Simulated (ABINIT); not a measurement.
## AgCl (Fm-3m): G0W0 with ABINIT, start to end

How does a plane-wave GW calculation on AgCl (Fm-3m) run from the first input to the gap?

Program: ABINIT 10.8.3. Level of theory: PBE and many-body steps on it, plane waves. Results are calculated unless marked as measured.

## 1. The structure

It takes space group Fm-3m (No. 225, cubic). Conventional cell: a = 5.597 Å, b = 5.597 Å, c = 5.597 Å, α = 90.00°, β = 90.00°, γ = 90.00°. Nearest to Ag lie 6 Cl at 2.80 Å. Nearest to Cl lie 6 Ag at 2.80 Å. Farther neighbours and most contacts between anions are not listed.

 The runs that relaxed it are not among those shown.

## 2. Ground state

This step: ABINIT 10.8.3; DFT, PBE, plane waves, norm-conserving pseudopotentials.

The ground-state density comes first.

run.abi

```
acell 3*1.0 Angstrom
rprim 
  0.000000000000 2.798500000000 2.798500000000
  2.798500000000 0.000000000000 2.798500000000
  2.798500000000 2.798500000000 -0.000000000000
ntypat 2
znucl 47 17
natom 2
typat 1 2
xred 
  0.000000000000 0.000000000000 0.000000000000
  0.500000000000 0.500000000000 0.500000000000
pp_dirpath "pseudos"
pseudos "Ag.upf, Cl.upf"
ecut 37
ngkpt 6 6 6
nshiftk 1
shiftk 0 0 0
kptopt 1
chksymbreak 0
nband 18
occopt 1
tolvrs 1e-10
nstep 60
prtwf 0
optforces 0
optstress 0
indata_prefix "in"
outdata_prefix "out"
tmpdata_prefix "tmp"
```

Started as:

```
> OMP_NUM_THREADS=1 mpirun -n 8 abinit run.abi > log
```

Numbers of over 12 decimals in the logs are rounded to 6 here.

The program printed:

```text
.Version 10.8.3 of ABINIT. v10.8.2 released Aug 2026.

 Symmetries : space group Fm -3 m (#225); Bravais cF (face-center cubic)
================================================================================
 Values of the parameters that define the memory need of the present run
     intxc =       0    ionmov =       0      iscf =       7    lmnmax =       6
     lnmax =       6     mgfft =      45  mpssoang =       3    mqgrid =    3001
     natom =       2  nloc_mem =       1    nspden =       1   nspinor =       1
    nsppol =       1      nsym =      48    n1xccc =    2501    ntypat =       2
    occopt =       1   xclevel =       2
-    mband =          18        mffmem =           1         mkmem =           2
       mpw =        3198          nfft =       91125          nkpt =          16
================================================================================
  Rough estimation (10% accuracy) of disk space for files :
================================================================================

--------------------------------------------------------------------------------
------------- Echo of variables that govern the present computation ------------
--------------------------------------------------------------------------------
 -outvars: echo values of preprocessed input variables --------
            acell      1.8897261259E+00  1.8897261259E+00  1.8897261259E+00 Bohr

      chksymbreak           0
             ecut      3.70000000E+01 Hartree
-          fftalg         312

              ixc     -101130
              kpt      0.00000000E+00  0.00000000E+00  0.00000000E+00
                       1.66666667E-01  0.00000000E+00  0.00000000E+00
                       3.33333333E-01  0.00000000E+00  0.00000000E+00
                       5.00000000E-01  0.00000000E+00  0.00000000E+00
                       1.66666667E-01  1.66666667E-01  0.00000000E+00
                       3.33333333E-01  1.66666667E-01  0.00000000E+00
                       5.00000000E-01  1.66666667E-01  0.00000000E+00
                      -3.33333333E-01  1.66666667E-01  0.00000000E+00
                      -1.66666667E-01  1.66666667E-01  0.00000000E+00
   [... 5 further rows ...]
                      -3.33333333E-01  3.33333333E-01  1.66666667E-01
                      -3.33333333E-01  5.00000000E-01  1.66666667E-01
         kptrlatt        6    0    0      0    6    0      0    0    6
          kptrlen      4.48735498E+01
P           mkmem           2
            natom           2
            nband          18
            ngfft          45      45      45
             nkpt          16
            nstep          60
             nsym          48
           ntypat           2
              occ      2.000000  2.000000  2.000000  2.000000  2.000000  2.000000
                       2.000000  2.000000  2.000000  2.000000  2.000000  2.000000
                       2.000000  0.000000  0.000000  0.000000  0.000000  0.000000
        optforces           0
        optstress           0
            prtwf           0
            rprim      0.0000000000E+00  2.7985000000E+00  2.7985000000E+00
[...]
spgroup         225

           tolvrs      1.00000000E-10

             xred      0.0000000000E+00  0.0000000000E+00  0.0000000000E+00
[...]
znucl       47.00000   17.00000

================================================================================

 chkinp: Checking input parameters for consistency.

================================================================================
== DATASET  1 ==================================================================
-   mpi_nproc: 8, omp_nthreads: 1 (-1 if OMP is not activated)

--- !DatasetInfo
iteration_state: {dtset: 1, }
dimensions: {natom: 2, nkpt: 16, mband: 18, nsppol: 1, nspinor: 1, nspden: 1, mpw: 3198, }
cutoff_energies: {ecut:  37.0, pawecutdg:  -1.0, }
electrons: {nelect:   2.60000000E+01, charge:   0.00000000E+00, occopt:   1.00000000E+00, tsmear:   1.00000000E-02, }

 Real(R)+Recip(G) space primitive vectors, cartesian coordinates (Bohr,Bohr^-1):
 R(1)=  0.0000000  5.2883986  5.2883986  G(1)= -0.0945466  0.0945466  0.0945466
 R(2)=  5.2883986  0.0000000  5.2883986  G(2)=  0.0945466 -0.0945466  0.0945466
 R(3)=  5.2883986  5.2883986  0.0000000  G(3)=  0.0945466  0.0945466 -0.0945466
 Unit cell volume ucvol=  2.9580297E+02 bohr^3
 Angles (23,13,12)=  6.00000000E+01  6.00000000E+01  6.00000000E+01 degrees

 getcut: wavevector=  0.0000  0.0000  0.0000  ngfft=  45  45  45
         ecut(hartree)=     37.000   => boxcut(ratio)=   2.14856

--- Pseudopotential description ------------------------------------------------
- Ag Generated using ONCVPSP code by D. R. Hamann
- 47.00000  19.00000  171031                  znucl, zion, pspdat
12 -101130 2 -1 1538                          pspcod,pspxc,lmax,lloc,mmax
     nproj     2     2     2
  pspatm : epsatm=   27.55768671
         --- l  ekb(1:nproj) -->
[...]
pspatm: atomic psp has been read  and splines computed

- Cl Generated using ONCVPSP code by D. R. Hamann
- 17.00000   7.00000  171031                  znucl, zion, pspdat
12 -101130 2 -1 1028                          pspcod,pspxc,lmax,lloc,mmax
     nproj     2     2     2
  pspatm : epsatm=    9.12776517
         --- l  ekb(1:nproj) -->
[...]
2   -2.938609   -0.805455
 pspatm: atomic psp has been read  and splines computed

   9.53821749E+02                                ecore*ucvol(ha*bohr**3)
--------------------------------------------------------------------------------

_setup2: Arith. and geom. avg. npw (full set) are    3181.940    3181.927

================================================================================

--- !BeginCycle
iteration_state: {dtset: 1, }
solver: {iscf: 7, nstep: 60, nline: 4, wfoptalg: 0, }
tolerances: {tolvrs: 1.00E-10, }

     iter   Etot(hartree)      deltaE(h)  residm     vres2
 ETOT  1  -171.29835882219    -1.713E+02 1.857E-01 9.178E+01
 ETOT  2  -171.44674934223    -1.484E-01 1.287E-02 1.257E+01
 ETOT  3  -171.44830296770    -1.554E-03 4.030E-03 1.958E-01
 ETOT  4  -171.44830726321    -4.296E-06 7.957E-04 9.075E-02
 ETOT  5  -171.44830995215    -2.689E-06 1.818E-04 3.911E-02
 ETOT  6  -171.44831704049    -7.088E-06 3.676E-05 2.215E-04
 ETOT  7  -171.44831706569    -2.520E-08 1.901E-05 3.184E-06
 ETOT  8  -171.44831706604    -3.540E-10 2.775E-05 4.743E-08
 ETOT  9  -171.44831706604    -2.387E-12 2.044E-05 4.037E-10
 ETOT 10  -171.44831706605    -1.037E-11 3.083E-05 1.396E-12

 At SCF step   10       vres2   =  1.40E-12 < tolvrs=  1.00E-10 =>converged.

--- !ResultsGS
iteration_state: {dtset: 1, }
comment   : Summary of ground state results
lattice_vectors:
- [  0.0000000,   5.2883986,   5.2883986, ]
- [  5.2883986,   0.0000000,   5.2883986, ]
- [  5.2883986,   5.2883986,  -0.0000000, ]
lattice_lengths: [   7.47892,    7.47892,    7.47892, ]
lattice_angles: [ 60.000,  60.000,  60.000, ] # degrees, (23, 13, 12)
lattice_volume:   2.9580297E+02
convergence: {deltae: -1.037E-11, res2:  1.396E-12, residm:  3.083E-05, diffor:  0.000E+00, }
etotal    :  -1.71448317E+02
entropy   :   0.00000000E+00
fermie    :   1.58298910E-01
cartesian_stress_tensor: null
pressure_GPa: null
xred      :
- [  0.0000E+00,   0.0000E+00,   0.0000E+00, Ag]
- [  5.0000E-01,   5.0000E-01,   5.0000E-01, Cl]
cartesian_forces: null
force_length_stats: {min: null, max: null, mean: null, }

 Integrated electronic density in atomic spheres:
 ------------------------------------------------
 Atom  Sphere_radius  Integrated_density
    1        2.00000         16.36574778
    2        2.00000          5.02213111
================================================================================

 ----iterations are completed or convergence reached----

 Mean square residual over all n,k,spin=   13.789E-08; max=  30.829E-06
 reduced coordinates (array xred) for    2 atoms
       0.000000000000      0.000000000000      0.000000000000
       0.500000000000      0.500000000000      0.500000000000
 rms dE/dt=  0.0000E+00; max dE/dt=  0.0000E+00; dE/dt below (all hartree)
    1       0.000000000000      0.000000000000      0.000000000000
    2       0.000000000000      0.000000000000      0.000000000000

 cartesian coordinates (angstrom) at end:
    1      0.000000     0.000000     0.000000
    2      2.798500     2.798500     2.798500
 length scales=  1.889726125908  1.889726125908  1.889726125908 bohr
              =  1.000000000000  1.000000000000  1.000000000000 angstroms
 prteigrs : about to open file out_EIG
 Fermi (or HOMO) energy (hartree) =   0.15830   Average Vxc (hartree)=  -0.37062
 Eigenvalues (hartree) for nkpt=  16  k points:
 kpt#   1, nband= 18, wtk=  0.00463, kpt=  0.0000  0.0000  0.0000 (reduced coord)
  -3.13694   -1.79655   -1.79655   -1.79655   -0.39161    0.07252    0.07252    0.07252
   0.07399    0.07399    0.07734    0.07734    0.07734    0.19216    0.55220    0.55220
   0.55220    0.61640
 prteigrs : prtvol=0 or 1, do not print more k-points.

--- !EnergyTerms
iteration_state     : {dtset: 1, }
comment             : Components of total free energy in Hartree
kinetic             :  5.89171842531774E+01
hartree             :  5.10764654706894E+01
xc                  : -2.76625216626960E+01
Ewald energy        : -1.02567080173912E+02
psp_core            :  3.22451713795192E+00
local_psp           : -1.54626855878170E+02
non_local_psp       :  1.89973786905407E-01
total_energy        : -1.71448317066054E+02
total_energy_eV     : -4.66534637690782E+03
band_energy         : -1.67116656666293E+01

== END DATASET(S) ==============================================================
================================================================================

 -outvars: echo values of variables after computation  --------
           etotal     -1.7144831707E+02
            nband          18
             nkpt          16
          spgroup         225
 [... the other variables as echoed above ...]

 Calculation completed.
```

Run time: 6.5 s. Hardware: 8 MPI ranks of Arm Neoverse V2, shared host; peak memory 0.61 GiB; 51 s of CPU time.

Numbers from this step:

```yaml
total_energy: -4665.3464 eV
gap: 0.9214 eV
k_of_the_valence_top: 0.5, 0, 0
k_of_the_conduction_bottom: 0, 0, 0
least_direct_gap: 3.124 eV
```

The gap is indirect, with the least direct gap 2.20 eV higher.

## 3. Bands along the symmetry lines

Levels along a band path, at the cheap level, show where the edges lie and whether the meshes to come will hold them.

run.abi

```
acell 3*1.0 Angstrom
rprim 
  0.000000000000 2.798500000000 2.798500000000
  2.798500000000 0.000000000000 2.798500000000
  2.798500000000 2.798500000000 -0.000000000000
ntypat 2
znucl 47 17
natom 2
typat 1 2
xred 
  0.000000000000 0.000000000000 0.000000000000
  0.500000000000 0.500000000000 0.500000000000
pp_dirpath "pseudos"
pseudos "Ag.upf, Cl.upf"
ecut 37
iscf -2
irdden 1
kptopt 0
nkpt 50
kpt 
  0.00000000 0.00000000 0.00000000
  0.06250000 0.00000000 0.06250000
  0.12500000 0.00000000 0.12500000
  0.18750000 0.00000000 0.18750000
  0.25000000 0.00000000 0.25000000
  0.31250000 0.00000000 0.31250000
  0.37500000 0.00000000 0.37500000
  0.43750000 0.00000000 0.43750000
  0.50000000 0.00000000 0.50000000
  0.51562500 0.03125000 0.51562500
  0.53125000 0.06250000 0.53125000
  0.54687500 0.09375000 0.54687500
  0.56250000 0.12500000 0.56250000
  0.57812500 0.15625000 0.57812500
  0.59375000 0.18750000 0.59375000
  0.60937500 0.21875000 0.60937500
  0.62500000 0.25000000 0.62500000
  0.37500000 0.37500000 0.75000000
  0.32812500 0.32812500 0.65625000
  0.28125000 0.28125000 0.56250000
  0.23437500 0.23437500 0.46875000
  0.18750000 0.18750000 0.37500000
  0.14062500 0.14062500 0.28125000
  0.09375000 0.09375000 0.18750000
  0.04687500 0.04687500 0.09375000
  0.00000000 0.00000000 0.00000000
  0.06250000 0.06250000 0.06250000
  0.12500000 0.12500000 0.12500000
  0.18750000 0.18750000 0.18750000
  0.25000000 0.25000000 0.25000000
  0.31250000 0.31250000 0.31250000
  0.37500000 0.37500000 0.37500000
  0.43750000 0.43750000 0.43750000
  0.50000000 0.50000000 0.50000000
  0.50000000 0.46875000 0.53125000
  0.50000000 0.43750000 0.56250000
  0.50000000 0.40625000 0.59375000
  0.50000000 0.37500000 0.62500000
  0.50000000 0.34375000 0.65625000
  0.50000000 0.31250000 0.68750000
  0.50000000 0.28125000 0.71875000
  0.50000000 0.25000000 0.75000000
  0.50000000 0.21875000 0.71875000
  0.50000000 0.18750000 0.68750000
  0.50000000 0.15625000 0.65625000
  0.50000000 0.12500000 0.62500000
  0.50000000 0.09375000 0.59375000
  0.50000000 0.06250000 0.56250000
  0.50000000 0.03125000 0.53125000
  0.50000000 0.00000000 0.50000000
istwfk *1
nband 20
nbdbuf 2
tolwfr 1e-08
nstep 40
prtwf 0
prtvol 0
indata_prefix "in"
outdata_prefix "out"
tmpdata_prefix "tmp"
```

The program printed:

```text
.Version 10.8.3 of ABINIT. v10.8.2 released Aug 2026.

 Symmetries : space group Fm -3 m (#225); Bravais cF (face-center cubic)
[... echo of the input left out ...]
== DATASET  1 ==================================================================
-   mpi_nproc: 8, omp_nthreads: 1 (-1 if OMP is not activated)

--- !DatasetInfo
iteration_state: {dtset: 1, }
dimensions: {natom: 2, nkpt: 50, mband: 20, nsppol: 1, nspinor: 1, nspden: 1, mpw: 3218, }
cutoff_energies: {ecut:  37.0, pawecutdg:  -1.0, }
electrons: {nelect:   2.60000000E+01, charge:   0.00000000E+00, occopt:   1.00000000E+00, tsmear:   1.00000000E-02, }

 Real(R)+Recip(G) space primitive vectors, cartesian coordinates (Bohr,Bohr^-1):
 R(1)=  0.0000000  5.2883986  5.2883986  G(1)= -0.0945466  0.0945466  0.0945466
 R(2)=  5.2883986  0.0000000  5.2883986  G(2)=  0.0945466 -0.0945466  0.0945466
 R(3)=  5.2883986  5.2883986  0.0000000  G(3)=  0.0945466  0.0945466 -0.0945466
 Unit cell volume ucvol=  2.9580297E+02 bohr^3
 Angles (23,13,12)=  6.00000000E+01  6.00000000E+01  6.00000000E+01 degrees

 getcut: wavevector=  0.0000  0.0000  0.0000  ngfft=  45  45  45
         ecut(hartree)=     37.000   => boxcut(ratio)=   2.14856

--- Pseudopotential description ------------------------------------------------
- Ag Generated using ONCVPSP code by D. R. Hamann
- 47.00000  19.00000  171031                  znucl, zion, pspdat
12 -101130 2 -1 1538                          pspcod,pspxc,lmax,lloc,mmax
     nproj     2     2     2
  pspatm : epsatm=   27.55768671
         --- l  ekb(1:nproj) -->
             0    9.557566   -0.414742
             1    3.443234   -0.133519
             2   -1.597169   -0.391124
 pspatm: atomic psp has been read  and splines computed

- Cl Generated using ONCVPSP code by D. R. Hamann
- 17.00000   7.00000  171031                  znucl, zion, pspdat
12 -101130 2 -1 1028                          pspcod,pspxc,lmax,lloc,mmax
     nproj     2     2     2
  pspatm : epsatm=    9.12776517
         --- l  ekb(1:nproj) -->
[...]
pspatm: atomic psp has been read  and splines computed

--------------------------------------------------------------------------------

================================================================================
 prteigrs : about to open file out_EIG
 Non-SCF case, kpt    1 (  0.00000  0.00000  0.00000), residuals and eigenvalues=
  6.50E-09  2.01E-09  2.36E-09  5.25E-09  5.19E-09  3.33E-09  5.59E-09  7.88E-09
  2.59E-09  6.21E-09  2.75E-09  4.59E-09  6.35E-09  9.55E-09  4.06E-09  4.29E-09
  3.21E-09  6.61E-09  2.40E-07  3.48E-06
 -3.1369E+00 -1.7966E+00 -1.7966E+00 -1.7966E+00 -3.9161E-01  7.2520E-02
  7.2520E-02  7.2520E-02  7.3991E-02  7.3991E-02  7.7341E-02  7.7341E-02
  7.7341E-02  1.9216E-01  5.5220E-01  5.5220E-01  5.5220E-01  6.1640E-01
  6.4254E-01  6.4255E-01
 Non-SCF case, kpt    2 (  0.06250  0.00000  0.06250), residuals and eigenvalues=
[...]
6.3492E-01  6.5400E-01
 Non-SCF case, kpt    3 (  0.12500  0.00000  0.12500), residuals and eigenvalues=
[...]
5.83E-09  7.78E-09  2.43E-04  1.16E-05
[...]
6.5876E-01  6.7331E-01
[...]
Non-SCF case, kpt   49 (  0.50000  0.03125  0.53125), residuals and eigenvalues=
[...]
6.9701E-01  6.9861E-01
 Non-SCF case, kpt   50 (  0.50000  0.00000  0.50000), residuals and eigenvalues=
[...]
5.1534E-02  5.1534E-02  6.1450E-02  8.0462E-02  8.9137E-02  8.9137E-02
  9.1640E-02  2.4736E-01  4.5264E-01  4.7269E-01  5.7679E-01  5.7679E-01
  6.9787E-01  6.9941E-01

--- !ResultsGS
iteration_state: {dtset: 1, }
comment   : Summary of ground state results
lattice_vectors:
- [  0.0000000,   5.2883986,   5.2883986, ]
- [  5.2883986,   0.0000000,   5.2883986, ]
- [  5.2883986,   5.2883986,  -0.0000000, ]
lattice_lengths: [   7.47892,    7.47892,    7.47892, ]
lattice_angles: [ 60.000,  60.000,  60.000, ] # degrees, (23, 13, 12)
lattice_volume:   2.9580297E+02
convergence: {deltae:  0.000E+00, res2:  0.000E+00, residm:  9.995E-09, diffor:  0.000E+00, }
etotal    :  -1.71448317E+02
entropy   :   0.00000000E+00
fermie    :   1.58298910E-01
cartesian_stress_tensor: null
pressure_GPa: null
xred      :
- [  0.0000E+00,   0.0000E+00,   0.0000E+00, Ag]
- [  5.0000E-01,   5.0000E-01,   5.0000E-01, Cl]
cartesian_forces: null
force_length_stats: {min: null, max: null, mean: null, }

 Integrated electronic density in atomic spheres:
 ------------------------------------------------
 Atom  Sphere_radius  Integrated_density
[...]
================================================================================

 ----iterations are completed or convergence reached----

 Mean square residual over all n,k,spin=   51.030E-10; max=  99.953E-10
 reduced coordinates (array xred) for    2 atoms
       0.000000000000      0.000000000000      0.000000000000
       0.500000000000      0.500000000000      0.500000000000

 cartesian coordinates (angstrom) at end:
[...]
length scales=  1.889726125908  1.889726125908  1.889726125908 bohr
              =  1.000000000000  1.000000000000  1.000000000000 angstroms
 prteigrs : about to open file out_EIG
 Eigenvalues (hartree) for nkpt=  50  k points:
 kpt#   1, nband= 20, wtk=  1.00000, kpt=  0.0000  0.0000  0.0000 (reduced coord)
[...]
kpt#   2, nband= 20, wtk=  1.00000, kpt=  0.0625  0.0000  0.0625 (reduced coord)
[...]
kpt#   3, nband= 20, wtk=  1.00000, kpt=  0.1250  0.0000  0.1250 (reduced coord)
[...]
kpt#  49, nband= 20, wtk=  1.00000, kpt=  0.5000  0.0313  0.5313 (reduced coord)
[...]
0.57114    0.57858    0.69701    0.69861
 kpt#  50, nband= 20, wtk=  1.00000, kpt=  0.5000  0.0000  0.5000 (reduced coord)
  -3.13695   -1.79664   -1.79659   -1.79659   -0.37604    0.00706    0.05153    0.05153
   0.06145    0.08046    0.08914    0.08914    0.09164    0.24736    0.45264    0.47269
   0.57679    0.57679    0.69787    0.69941

== END DATASET(S) ==============================================================
================================================================================

 -outvars: echo values of variables after computation  --------
            nband          20
             nkpt          50
          spgroup         225
 [... the other variables as echoed above ...]

 Calculation completed.
```

Wall time 9.3 s (8 MPI ranks); peak memory 0.53 GiB; 74 s of CPU time.

This step gave:

```yaml
gap: 0.9214 eV
k_of_the_valence_top: 0.5, 0.5, 0.5
k_of_the_conduction_bottom: 0, 0, 0
least_direct_gap: 2.906 eV
```

The gap is 0.921 eV, as in the run before at this level.

The electronic bands at the labelled points (eV, zero at the top of the highest filled band):

| point | band 10 | band 11 | band 12 | band 13 | band 14 | band 15 | band 16 | band 17 |
| --- | --- | --- | --- | --- | --- | --- | --- | --- |
| Γ | -2.29 | -2.20 | -2.20 | -2.20 | 0.92 | 10.72 | 10.72 | 10.72 |
| halfway | -2.21 | -1.69 | -1.69 | -1.28 | 3.37 | 7.39 | 8.77 | 10.11 |
| X | -2.12 | -1.88 | -1.88 | -1.81 | 2.42 | 8.01 | 8.55 | 11.39 |
| halfway | -1.90 | -1.85 | -1.71 | -1.69 | 2.77 | 7.85 | 8.41 | 10.80 |
| U | -1.94 | -1.77 | -1.59 | -0.99 | 3.61 | 7.25 | 8.09 | 9.71 |
| jump to K | -1.94 | -1.77 | -1.59 | -0.99 | 3.61 | 7.25 | 8.09 | 9.71 |
| halfway | -2.06 | -1.64 | -1.64 | -0.23 | 3.72 | 7.32 | 8.09 | 8.76 |
| Γ | -2.29 | -2.20 | -2.20 | -2.20 | 0.92 | 10.72 | 10.72 | 10.72 |
| halfway | -2.17 | -1.92 | -0.76 | -0.76 | 2.91 | 7.80 | 9.14 | 9.14 |
| L | -1.99 | -1.69 | 0.00 | 0.00 | 4.31 | 6.39 | 7.67 | 7.67 |
| halfway | -1.99 | -1.75 | -0.95 | -0.46 | 4.92 | 5.71 | 8.06 | 8.48 |
| W | -1.91 | -1.89 | -1.88 | -1.12 | 4.16 | 7.87 | 7.87 | 7.97 |
| halfway | -1.90 | -1.88 | -1.86 | -1.40 | 3.11 | 7.84 | 8.28 | 9.66 |
| X | -2.12 | -1.88 | -1.88 | -1.81 | 2.42 | 8.01 | 8.55 | 11.39 |

(Part 1 of 2 ends here.)

[Paths, hosts, dates, memory and timing lines, banners, echoed tables and standing remarks are left out of the program output.]

[Logs are printed without paths, hosts, clocks, repeated set-up lines and the standing remarks that a program may print on its own settings, such as how far it seeks lower states.]

[Runs of the session that timed out or met a known fault of the program may be left out.]

[Hosts, paths, dates, database ids (printed as entryN), source tags and the programs' standing remarks are cut or masked in the printed files.]

[G0W0 gaps are taken among the corrected bands and points alone; a level outside them can change the order at an edge.]

[Where Ansatz stands beside ABINIT at settings called matched, ABINIT's density can come from a denser mesh and the files from another edition; pairs whose starting gaps differed by over 0.03 eV were left out, so agreement reads better than it is.]
